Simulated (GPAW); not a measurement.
Crystal: WC (Qusongite).

```xyz
2
Lattice="2.9065 0.0000 0.0000 -1.4532 2.5171 0.0000 0.0000 0.0000 2.8366" Properties=species:S:1:pos:R:3 pbc="T T T"
W     0.0000    0.0000    0.0000
C     1.4533    0.8390    1.4183
```

```yaml
Program: GPAW 26.7.0
Task: relaxation of cell and atoms
Functional: PBEsol
Dispersion: D4
Potentials_or_basis: PAW data sets generated in the run's folder for this functional
Cutoff: 800 eV
Basis: pw
k_mesh: 9 × 9 × 8
Occupations: fermi-dirac, width 0.05 eV
Spin: no spin polarisation
```

At the start: pressure -7.9 GPa; volume 10.38 Å³/atom.

**Question.** Where does the relaxation end?

**Answer.** Over 3 steps the energy falls by 4.8 meV/atom and the volume is 10.17 Å³/atom (-2.0 %); space group P-6m2 (No. 187, to 0.05 Å).

Step by step:
| step | energy change (eV) | largest force (eV/Å) | pressure (GPa) | volume (Å³) |
| --- | --- | --- | --- | --- |
| 1 | 0.0000 | 0.0000 | -7.92 | 20.75 |
| 2 | -0.0079 | 0.0000 | -3.55 | 20.53 |
| 3 | -0.0096 | 0.0000 | 0.06 | 20.35 |

Final structure:
```
W C
1.0
     2.88837    0.00000    0.00000
    -1.44419    2.50140    0.00000
     0.00000    0.00000    2.81623
W C
1 1
Direct
  0.00000 0.00000 0.00000
  0.66667 0.33333 0.50000
```

Caveat: later steps reuse the first step's grids; pairwise dispersion overbinds metals, which lowers pressure and volume.
